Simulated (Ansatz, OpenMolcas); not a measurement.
# Heat of formation of C4H8 (1-butene) from total energies

The species is C4H8 (12 atoms), meant as a singlet with charge 0. As SMILES, `C=CCC`. Geometry: relaxed at PBE0-D4/def2-TZVP. This is one conformer, not always the lowest.

Total energies at TPSS/6-31G* (spherical functions) (OpenMolcas 26.06); the atoms run unrestricted:

```tsv
species	state	energy (Eh)
C4H8	singlet	-157.242478
C	triplet	-37.851181
H	doublet	-0.497855
```

Harmonic wavenumbers at PBE0-D4/def2-TZVP, in cm⁻¹: 109, 231, 314, 433, 659, 794, 871, 949, 985, 1031, 1049, 1097, 1202, 1288, 1317, 1343, 1401, 1449, 1474, 1489, 1498, 1727, 3030, 3047, 3078, 3121, 3128, 3136, 3149, 3236.

Measured heats of formation of the gaseous atoms at 298.15 K, in kJ/mol: C 716.9, H 218.0. Spin-orbit lowering of the atoms at 298 K (mean of the ground term's levels less their thermal mean, from spectra), in kJ/mol: C 0.02. Take 1 Eh = 2625.50 kJ/mol, 1 cm⁻¹ = 0.0119627 kJ/mol, RT = 2.479 kJ/mol.

Problem. Work out the heat of formation of the gas at 298 K.

Solution. 
1. Electronic atomisation energy: 4 × (-37.851181) + 8 × (-0.497855) − (-157.242478) = 1.854914 Eh = 4870.1 kJ/mol.
2. Zero-point energy: half the sum of the wavenumbers, 23817.5 cm⁻¹ = 284.9 kJ/mol.
3. Thermal vibrational enthalpy, Σ hcν̃/(exp(hcν̃/kT) − 1): 6.4 kJ/mol. Translation, rotation and pV of a non-linear molecule: 4 RT = 9.9 kJ/mol.
4. The 12 free atoms carry 5/2 RT each: 74.4 kJ/mol.
5. Spin-orbit coupling lowers the free atoms by 4 × 0.02 = 0.1 kJ/mol.
6. Atomisation enthalpy at 298 K: 4870.1 − 0.1 − 284.9 − 6.4 − 9.9 + 74.4 = 4643.2 kJ/mol.
7. Sum of the atoms' heats of formation: 4611.6 kJ/mol. Heat of formation: 4611.6 − 4643.2 = -31.6 kJ/mol.

The tabulated value is 0.0 kJ/mol (Active Thermochemical Tables), so this level is off by -31.6 kJ/mol, or 0.7 % of the atomisation enthalpy. Anharmonicity and any spin-orbit splitting of the molecule are left out.
